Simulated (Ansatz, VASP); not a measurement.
# Two plane-wave programs on As

The input INCAR:

```
SYSTEM = As
  PREC = Accurate
  ENCUT = 520
  EDIFF = 1E-7
  ISMEAR = -1
  SIGMA = 0.05
  LREAL = .False.
  LASPH = .True.
  NELM = 60
  ALGO = Normal
  ISIF = 2
  LWAVE = .False.
  LCHARG = .False.
  GGA = PS
  NBANDS = 12
```

The input KPOINTS:

```
Automatic mesh
0
Gamma
  9 9 9
  0 0 0
```

Contents of POSCAR:

```
As
1.0
    1.8424025153      1.0637115881      3.4423263150
   -1.8424025153      1.0637115881      3.4423263150
    0.0000000000     -2.1274231763      3.4423263150
As
2
Direct
    0.2260000000      0.2260000000      0.2260000000
    0.7740000000      0.7740000000      0.7740000000
```

input.yaml

```yaml
crystal:
  lattice:
    - [1.8424025153, 1.0637115881, 3.442326315]
    - [-1.8424025153, 1.0637115881, 3.442326315]
    - [0.0, -2.1274231763, 3.442326315]
  atoms:
    - { symbol: As, position: [0.226, 0.226, 0.226] }
    - { symbol: As, position: [0.774, 0.774, 0.774] }
hamiltonian:
  xc: pbesol
  pseudopotentials: { kind: paw }
kpoints:
  mp_grid: { grid: [9, 9, 9] }
scf:
  occupations: { method: fermi_dirac, width: 0.05 }
output:
  forces: true
  stress: true
  eigenvalues: true
```

Change from the starting cell: volume scaled by 0.94.

Alike in both runs: task single point; functional PBEsol; k mesh 9 × 9 × 9; occupations fermi-dirac, width 0.05 eV; no spin polarisation.

```csv
,VASP,Ansatz
version,VASP 6.6.1,Ansatz 0.2.0
potentials or method,"VASP PAW PBE potentials, release 64 (As)",Ansatz PAW
plane-wave cutoff (eV),520,420
valence electrons in the cell,10,30
```

Ansatz gave:

- gap on the k mesh at the Fermi level (eV): none
- pressure (GPa): 5.7
- largest component of the traceless stress (GPa): 1.82
- rms of the force components (eV/Å): 0.475

Task: Estimate VASP's values.

Result: gap on the k mesh at the Fermi level (eV): none; pressure (GPa): 6.3; largest component of the traceless stress (GPa): 1.99; rms of the force components (eV/Å): 0.526.

Atom by atom the forces differ by 0.051 eV/Å (rms over components). A gap of «none» marks a metal or a gap that the smearing closes. The two sets of potentials don't hold the same shells in valence.

Caveats: the PAW data sets were made with another functional, which shifts forces and pressure a little (VASP); the PAW data sets come from PBE, with cores solved anew for the run's functional, which leaves a small shift of forces and pressure (Ansatz).
